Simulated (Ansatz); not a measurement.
The system is CuO.

```
Cu O
1.0
     4.16094    0.00000    0.00000
     0.00000    4.16094    0.00000
     0.00000    0.00000    3.88764
Cu O
3 3
Direct
  0.97755 0.98817 0.96033
  0.03967 0.52611 0.51817
  0.48116 0.99342 0.50592
  0.01104 0.50282 0.97548
  0.46136 0.98875 0.98674
  0.02922 0.00073 0.55336
```

The cell comes from a database or a generator and needn't be the stable form of this composition.

Base run:

| Property | Result |
| --- | --- |
| Program | Ansatz 0.2.0 |
| Functional | PBE |
| Potentials or basis | Ansatz PAW |
| Cutoff | 420 eV (not typed: the program's choice for these potentials) |
| k mesh | 7 × 7 × 7 |
| Occupations | fermi-dirac, width 0.05 eV |
| Spin | no spin polarisation |
| Hubbard terms | Cu d U = 4.5 eV |

Its results: band gap on the k mesh none (metal or under the smearing width); pressure 18.8 GPa; largest force 10.143 eV/Å.

The run is repeated on the same cell with these changes: cutoff from 420 eV (not typed: the program's choice for these potentials) to 350 eV; hubbard terms from Cu d U = 4.5 eV to none; hubbard projectors from ortho-atomic (the default) to none. What comes out?

Band gap on the k mesh none (metal or under the smearing width); pressure 16.4 GPa; largest force 9.943 eV/Å.

Caveats: an odd number of electrons without spin polarisation forces a metal; a magnetic or distorted state may lie lower; the run has no spin polarisation, though such a crystal can be magnetic; U without spin polarisation on a metal has little footing (some runs); so large a pressure means that the cell lies far from this level's equilibrium, or that cutoff or potentials fall short (some runs); the pressure holds a Pulay correction of +7.1 GPa for the finite cutoff (some runs); semilocal functionals often make such compounds metallic where correlation or magnetic order opens a gap, which also shifts bond lengths (some runs).
